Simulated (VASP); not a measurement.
Runs of VASP 6.6.1 on Se. The structure is cubic, space group Im-3m (No. 229). The conventional cell has a = 3.432 Å, b = 3.432 Å, c = 3.432 Å, α = 90.00°, β = 90.00°, γ = 90.00°. Around Se (site symmetry m-3m) lie 8 Se at 2.97 Å. This isn't the form of Se at room conditions, which is trigonal, of chains.

| level | cell | k mesh | gap on the mesh (eV) | pressure (GPa) |
| --- | --- | --- | --- | --- |
| r2SCAN | Im-3m, 20.22 Å³/atom | 18 × 18 × 18 | none | -0.1 |
| r2SCAN | Im-3m, 19.42 Å³/atom | 18 × 18 × 18 | none | (a) |
| r2SCAN | Im-3m, 20.23 Å³/atom | 18 × 18 × 18 | none | -0.1 |
| PBE | Im-3m, 19.77 Å³/atom | 8 × 8 × 8 | none | 1.8 |

Alike in all rows: task single point; potentials or basis VASP PAW PBE potentials, release 64 (Se); no spin polarisation; cutoff (eV) 520; smearing gaussian 0.05 eV.

Q: Estimate the missing entries.

A: (a) 3.4.

Caveats: the PAW data sets were made with another functional, which shifts forces and pressure a little (some runs).

A k mesh can miss the band edges, and the runs leave out spin-orbit coupling on Se.

A gap of «none» marks a metal or a gap under the smearing width.
